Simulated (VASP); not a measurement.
# Sb in VASP: relaxation of cell and atoms with r2SCAN+rVV10

Aim: the relaxation of cell and atoms of Sb with r2SCAN+rVV10.

Everything below comes from runs of VASP 6.6.1. Logs are shortened: lines on timing, memory, paths and dates and some standing lists are left out, and cuts for length are marked.

## (1) The sheet as given

The cell holds a sheet with vacuum, 2 atoms: a = 4.080 Å, b = 4.080 Å, c = 17.650 Å, α = 90.00°, β = 90.00°, γ = 120.00°.

The cell was built by a generator and needn't be a form met in nature.

## (2) Relaxation of cell and atoms, r2SCAN+rVV10

Contents of INCAR:

```
SYSTEM = Sb
ALGO     = Normal         ! electronic algorithm
BPARAM   = 11.95        
CPARAM   = 0.0093       
EDIFF    = 1E-6           ! SCF threshold, eV
EDIFFG   = -0.005         ! ionic threshold
ENCUT    = 600            ! plane-wave cutoff, eV
IBRION   = 2              ! ionic algorithm
ISIF     = 3              ! what is computed and relaxed
ISMEAR   = 0              ! smearing method
IVDW_NL  = 2            
KPAR     = 4            
LASPH    = .True.         ! aspherical terms in the spheres
LATTICE_CONSTRAINTS= .TRUE. .TRUE. .FALSE.
LCHARG   = .False.        ! write CHGCAR
LMIXTAU  = .True.       
LREAL    = .False.        ! projectors in reciprocal space
LUSE_VDW = .True.       
LWAVE    = .False.        ! write WAVECAR
METAGGA  = R2SCAN         ! meta-GGA
NELM     = 120            ! most SCF steps
NSW      = 60             ! ionic steps
PREC     = Accurate       ! precision mode
SIGMA    = 0.03           ! smearing width, eV
```

Contents of KPOINTS:

```
k-points
0
Gamma
  12 12 1
  0 0 0
```

Contents of POSCAR:

```
Sb
1.0
    4.0800000000      0.0000000000      0.0000000000
   -2.0400000000      3.5333836500      0.0000000000
    0.0000000000      0.0000000000     17.6500000000
Sb
2
Direct
    0.3333330000      0.6666670000      0.4532577900
    0.6666670000      0.3333330000      0.5467422100
```

Potentials or basis: VASP PAW PBE potentials, release 64 (Sb).

The run is started by

```
cat potpaw_PBE.64/Sb/POTCAR > POTCAR
mpirun -np 4 vasp_std > vasp.out
```

OUTCAR:

```text
SYSTEM = Sb
   BPARAM = 11.95
   EDIFF = 1E-6
   EDIFFG = -0.005
   ENCUT = 600
   IBRION = 2
   ISIF = 3
   ISMEAR = 0
   IVDW_NL = 2
   LASPH = .True.
   LREAL = .False.
   METAGGA = R2SCAN
   NELM = 120
   NSW = 60
   PREC = Accurate

 ion  position               nearest neighbor table
   1  0.333  0.667  0.453-   2 2.88   2 2.88   2 2.88
   2  0.667  0.333  0.547-   1 2.88   1 2.88   1 2.88

  LATTYP: Found a hexagonal cell.
 ALAT       =     4.0800000000
 C/A-ratio  =     4.3259803922

  Lattice vectors:

 A1 = (   4.0800000000,   0.0000000000,   0.0000000000)
 A2 = (  -2.0400000000,   3.5333836500,   0.0000000000)
 A3 = (   0.0000000000,   0.0000000000,  17.6500000000)

Analysis of symmetry for initial positions (statically):
=====================================================================
 Subroutine PRICEL returns:
 Original cell was already a primitive cell.

 Routine SETGRP: Setting up the symmetry group for a
 hexagonal supercell.

 Subroutine GETGRP returns: Found 12 space group operations
 (whereof 12 operations were pure point group operations)
 out of a pool of 24 trial point group operations.

The static configuration has the point symmetry D_3d.

Analysis of symmetry for dynamics (positions and initial velocities):
=====================================================================
 Subroutine PRICEL returns:
 Original cell was already a primitive cell.

 Routine SETGRP: Setting up the symmetry group for a
 hexagonal supercell.

 Subroutine GETGRP returns: Found 12 space group operations
 (whereof 12 operations were pure point group operations)
 out of a pool of 24 trial point group operations.

The dynamic configuration has the point symmetry D_3d.

 Subroutine INISYM returns: Found 12 space group operations
 (whereof 12 operations are pure point group operations),
 and found     1 'primitive' translations

----------------------------------------------------------------------------------------

                                     Primitive cell

  volume of cell :     254.4460

  direct lattice vectors                    reciprocal lattice vectors
     4.080000000  0.000000000  0.000000000     0.245098039  0.141507419  0.000000000
    -2.040000000  3.533383650  0.000000000     0.000000000  0.283014838  0.000000000
     0.000000000  0.000000000 17.650000000     0.000000000  0.000000000  0.056657224

  length of vectors
     4.080000000  4.080000002 17.650000000     0.283014838  0.283014838  0.056657224

  position of ions in fractional coordinates (direct lattice)
     0.333333000  0.666667000  0.453257790
     0.666667000  0.333333000  0.546742210

  ion indices of the primitive-cell ions
   primitive index   ion index
                 1           1
                 2           2

----------------------------------------------------------------------------------------

 KPOINTS: k-points

Automatic generation of k-mesh.
 Grid dimensions read from file:
 generate k-points for:   12   12    1

 Generating k-lattice:

  Cartesian coordinates                     Fractional coordinates (reciprocal lattice)
     0.020424837  0.011792285  0.000000000     0.083333333  0.000000000  0.000000000
     0.000000000  0.023584570  0.000000000     0.000000000  0.083333333  0.000000000
     0.000000000  0.000000000  0.056657224     0.000000000  0.000000000  1.000000000

  Length of vectors
     0.023584570  0.023584570  0.056657224

  Shift w.r.t. Gamma in fractional coordinates (k-lattice)
     0.000000000  0.000000000  0.000000000

 Subroutine IBZKPT returns following result:
 ===========================================

 Found     19 irreducible k-points:

 Following reciprocal coordinates:
            Coordinates               Weight
  0.000000  0.000000  0.000000      1.000000
  0.083333 -0.000000  0.000000      6.000000
  0.166667 -0.000000  0.000000      6.000000
  0.250000  0.000000  0.000000      6.000000
  0.333333 -0.000000  0.000000      6.000000
  0.416667  0.000000  0.000000      6.000000
[... 11 lines left out ...]
  0.333333  0.250000  0.000000     12.000000
  0.333333  0.333333  0.000000      2.000000
   k-points           NKPTS =     19   k-points in BZ     NKDIM =     19   number of bands    NBANDS=      9
   number of dos      NEDOS =    301   number of ions     NIONS =      2
   total plane-waves  NPLWV = 186624
   dimension x,y,z NGX =    36 NGY =   36 NGZ =  144
   dimension x,y,z NGXF=    72 NGYF=   72 NGZF=  288
   ions per type =               2
   NGX,Y,Z   is equivalent  to a cutoff of  14.67, 14.67, 13.56 a.u.
   NGXF,Y,Z  is equivalent  to a cutoff of  29.34, 29.34, 27.13 a.u.
 SYSTEM =  Sb
   PREC   = accura    normal or accurate (medium, high low for compatibility)
   ISTART =      0    job   : 0-new  1-cont  2-samecut
   ICHARG =      2    charge: 1-file 2-atom 10-const
   ISPIN  =      1    spin polarized calculation?
   LNONCOLLINEAR =      F non collinear calculations
   LSORBIT =      F    spin-orbit coupling
   LASPH  =      T    aspherical Exc in radial PAW
   ENCUT  =  600.0 eV  44.10 Ry    6.64 a.u.   8.15  8.15 35.25*2*pi/ulx,y,z
   NELM   =    120;   NELMIN=  2; NELMDL= -5     # of ELM steps
   EDIFF  = 0.1E-05   stopping-criterion for ELM
   LREAL  =      F    real-space projection
   EDIFFG = -.5E-02   stopping-criterion for IOM
   NSW    =     60    number of steps for IOM
   IBRION =      2    ionic relax: 0-MD 1-quasi-New 2-CG
   NFREE  =      1    steps in history (QN), initial steepest desc. (CG)
   ISIF   =      3    stress and relaxation
   ISYM   =      2    0-nonsym 1-usesym 2-fastsym
   POTIM  = 0.5000    time-step for ionic-motion
   TEBEG  =    0.0;   TEEND  =   0.0 temperature during run
   PSTRESS=    0.0 pullay stress
   NELECT =      10.0000    total number of electrons
   NUPDOWN=      -1.0000    fix difference up-down
   EMIN   =  10.00;   EMAX   =-10.00  energy-range for DOS
   EFERMI =   0.00;   METHOD = LEGACY
   ISMEAR =     0;   SIGMA  =   0.03  broadening in eV -4-tet -1-fermi 0-gaus
   EFERMI_NEDOS =   21; number of points for ismear=-14 and -15
   IALGO  =     38    algorithm
   IMIX   =      4    mixing-type and parameters
     AMIX     =   0.40;   BMIX     =  1.00
     AMIX_MAG =   1.60;   BMIX_MAG =  1.00
  volume/ion in A,a.u.               =     127.22       858.54
  Fermi-wavevector in a.u.,A,eV,Ry     =   0.556600  1.051821  4.215128  0.309803
  Thomas-Fermi vector in A             =   1.590836
   LORBIT       =      0    0 simple, 1 ext, 2 COOP (PROOUT), +10 PAW based schemes
   METAGGA = R2SCAN    functional components
   LHFCALC =     F    Hartree Fock is set to
   AEXX    =    0.0000 exact exchange contribution
   IVDW_NL    =     2    kernel type
   BPARAM     =11.9500
   IVDW    =     0    specifies the selected vdW correction
   LEPSILON=     F    determine dielectric tensor
   LRPA    =     F    only Hartree local field effects (RPA)
 conjugate gradient relaxation of ions
 non-spin polarized calculation
 Gauss-broadening in eV      SIGMA  =   0.03
  energy-cutoff  :      600.00
  volume of cell :      254.45
 maximum number of plane-waves:      8520
 NGX is ok and might be reduce to    36
   NGX = 17   NGY = 17   NGZ = 71

--------------------------------------- Ionic step        1  -------------------------------------------

 number of electron      10.0000000 magnetization

 Free energy of the ion-electron system (eV)
  ---------------------------------------------------
  ext. energy  EPLUGINS =         0.00000000
  ---------------------------------------------------
  free energy    TOTEN  =       -50.69684869 eV

  energy without entropy =      -50.69684869  energy(sigma->0) =      -50.69684869

------------------------ aborting loop because EDIFF is reached ----------------------------------------

  FORCE on cell =-STRESS in cart. coord.  units (eV):
  Direction    XX          YY          ZZ          XY          YZ          ZX
  --------------------------------------------------------------------------------------
  -------------------------------------------------------------------------------------
  Total       -0.1753156     -0.1753156     -0.2975299      0.0000000      0.0000000      0.0000000
  in kB       -1.1039145     -1.1039145     -1.8734647      0.0000000      0.0000000      0.0000000
  external PRESSURE =      -1.3604313 kB  Pullay stress =       0.0000000 kB

 VOLUME and BASIS-vectors are now :
 -----------------------------------------------------------------------------
  energy-cutoff  :      600.00
  volume of cell :      254.45
      direct lattice vectors                 reciprocal lattice vectors
     4.080000000  0.000000000  0.000000000     0.245098039  0.141507419  0.000000000
    -2.040000000  3.533383650  0.000000000     0.000000000  0.283014838  0.000000000
     0.000000000  0.000000000 17.650000000     0.000000000  0.000000000  0.056657224
[... 109 lines left out ...]
 POSITION                                       TOTAL-FORCE (eV/Angst)
 -----------------------------------------------------------------------------------
     -0.00000      2.35100      8.00711        -0.000000      0.000000      0.009195
      2.03602      1.17550      9.64289         0.000000      0.000000     -0.009195
 -----------------------------------------------------------------------------------
    total drift:                               -0.000000      0.000000      0.000000

  FREE ENERGIE OF THE ION-ELECTRON SYSTEM (eV)
  ---------------------------------------------------
  free  energy   TOTEN  =       -50.6984940051 eV

  energy  without entropy=      -50.6984940051  energy(sigma->0) =      -50.69849401

--------------------------------------- Ionic step        5  -------------------------------------------

 number of electron      10.0000000 magnetization

 Free energy of the ion-electron system (eV)
  ---------------------------------------------------
  ext. energy  EPLUGINS =         0.00000000
  ---------------------------------------------------
  free energy    TOTEN  =       -50.69852293 eV

  energy without entropy =      -50.69852293  energy(sigma->0) =      -50.69852293

 E-fermi :  -2.1869     XC(G=0):  -3.0352

 val. band max:       -2.3201339032   @ k =   0.0000   0.0000   0.0000
 cond. band min:      -0.8411893484   @ k =   0.3333  -0.0000   0.0000
 fundamental gap:      1.4789445549
 Fermi energy:        -2.1869138044

 k-point     1 :       0.0000    0.0000    0.0000
  band No.  band energies     occupation
      1     -14.2531      2.00000
      2      -8.8037      2.00000
      3      -2.9975      2.00000
      4      -2.3202      2.00000
      5      -2.3201      2.00000
      6      -0.2881      0.00000
      7       0.7001      0.00000
      8       0.7002      0.00000
      9       2.5454      0.00000

 k-point     2 :       0.0833   -0.0000    0.0000
  band No.  band energies     occupation
      1     -14.1724      2.00000
      2      -8.7930      2.00000
      3      -3.0683      2.00000
      4      -2.9618      2.00000
      5      -2.5069      2.00000
      6       0.1375      0.00000
      7       0.6979      0.00000
      8       0.8827      0.00000
      9       2.6494      0.00000
[... 224 lines left out ...]
 POSITION                                       TOTAL-FORCE (eV/Angst)
 -----------------------------------------------------------------------------------
     -0.00000      2.35199      8.00773        -0.000000      0.000000      0.002961
      2.03688      1.17599      9.64227         0.000000     -0.000000     -0.002961
 -----------------------------------------------------------------------------------
    total drift:                               -0.000000      0.000000     -0.000000

  FREE ENERGIE OF THE ION-ELECTRON SYSTEM (eV)
  ---------------------------------------------------
  free  energy   TOTEN  =       -50.6985229309 eV

  energy  without entropy=      -50.6985229309  energy(sigma->0) =      -50.69852293

 reached required accuracy - stopping structural energy minimisation
```

Wall time 66 min (4 MPI ranks of Intel Xeon Platinum 8488C (Sapphire Rapids), shared host); peak memory 1.2 GiB.

Results:

* Free energy: -50.6985 eV
* Relaxed volume: 126.83 Å³/atom
* Relaxed cell: a = 4.074 Å, b = 4.074 Å, c = 17.650 Å, α = 90.00°, β = 90.00°, γ = 120.00°
* Space group after relaxing (to 0.05 Å): P-3m1 (No. 164)
* Energy gained by relaxing: 0.8 meV/atom
* Ionic steps: 5
* Band gap on the k mesh: 1.48 eV, indirect (least direct gap 2.03 eV)

Forces in eV/Å, atoms in the order of the input:
```
Sb   0.000  0.000  0.003
Sb   0.000  0.000 -0.003
```

Step by step:
| step | energy change (eV) | largest force (eV/Å) | pressure (GPa) | volume (Å³) |
| --- | --- | --- | --- | --- |
| 1 | 0.0000 | 0.1756 | -0.14 | 254.45 |
| 2 | -0.0012 | 0.0507 | 0.08 | 252.30 |
| 3 | -0.0015 | 0.0229 | 0.01 | 252.99 |
| 4 | -0.0016 | 0.0092 | 0.00 | 253.45 |
| 5 | -0.0017 | 0.0030 | 0.00 | 253.67 |

Final structure:
```
CELL_PARAMETERS angstrom
4.07376 0.00000 0.00000
-2.03688 3.52798 0.00000
0.00000 0.00000 17.65000
ATOMIC_POSITIONS crystal
Sb 0.33333 0.66667 0.45370
Sb 0.66667 0.33333 0.54630
```

Caveat: the PAW data sets were made with another functional, which shifts forces and pressure a little; spin-orbit coupling is left out, which moves the levels of the heavy elements.
